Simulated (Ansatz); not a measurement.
TlCl (Pm-3m): elasticity against pressure

```
CELL_PARAMETERS angstrom
3.76923 0.00000 0.00000
0.00000 3.76923 0.00000
0.00000 0.00000 3.76923
ATOMIC_POSITIONS crystal
Tl 0.00000 0.00000 0.00000
Cl 0.50000 0.50000 0.50000
```

This is the zero-pressure cell. At each pressure cell and atoms are relaxed in this structure, and the constants are slopes of the stress at strains of ±0.005 with relaxed ions (the coefficients that govern stability under load). Level: PBEsol, PAW on Ansatz 0.2.0's default frozen-core files (fitted under PBE), scalar-relativistic; k mesh 6×6×6, strains of ±0.005, fixed occupations, cutoff 420 eV. P is the pressure of the relaxed cell, less that of this one.

```csv
P (GPa),V/V₀,C11 (GPa),C12 (GPa),C44 (GPa)
0.00,1.0000,47.8,21.3,10.7
1.01,0.9696,52.9,26.4,13.5
2.04,0.9434,57.9,31.4,16.3
3.99,?,?,?,?
6.98,0.8562,80.3,54.1,28.6
9.97,0.8199,93.0,67.1,35.6
14.95,0.7736,113.1,87.9,46.7
```

**Question.** Does the bulk modulus from the constants agree with the pressure-volume curve?

**Answer.** A third-order Birch-Murnaghan fit to the volumes shown (F against f, f = [(V₀/V)^(2/3) − 1]/2) gives B₀ = 30.2 GPa and B′ = 5.1. Its −V dP/dV stands beside (C11 + 2C12)/3:

```
P (GPa)  from P(V)  from the constants
   0.00       30.2                30.1
   1.01       35.2                35.2
   2.04       40.2                40.3
   6.98       62.8                62.8
   9.97       75.8                75.7
  14.95       96.9                96.3
```

**Question.** What are the pressure derivatives at zero pressure?

**Answer.** Slopes at V₀ of quadratic fits in −ln(V/V₀) through the first four rows shown, divided by B₀: dC11/dP = 5.1, dC12/dP = 5.0, dC44/dP = 2.8. The mean slopes up to 2.0 GPa are 5.0, 5.0, 2.7; curvature and scatter of the constants part the two. The combination (dC11/dP + 2 dC12/dP)/3 = 5.1 stands against B′.

**Question.** Fill the row at 3.99 GPa.

**Answer.** Cubic fits in −ln(V/V₀) through all rows shown give C11 = 67.1, C12 = 40.6, C44 = 21.3 GPa. Computed: V/V₀ = 0.9032, C11 (GPa) = 67.1, C12 (GPa) = 40.6, C44 (GPa) = 21.3.

**Question.** Does a shear stiffness soften?

**Answer.** C44 goes from 10.7 to 46.7 GPa; (C11 − C12)/2 goes from 13.2 to 12.6 GPa. (C11 − C12)/2 softens under pressure, though the lattice stays mechanically stable over this range.

Limits of these numbers: no other phase was computed; many crystals of this kind change structure within this range, and rows or crossings beyond such a change describe a metastable lattice; frozen-core PAW files fitted under PBE, their cores solved anew for the functional of the run; no spin-orbit coupling on heavy atoms; phonons weren't checked at these pressures.
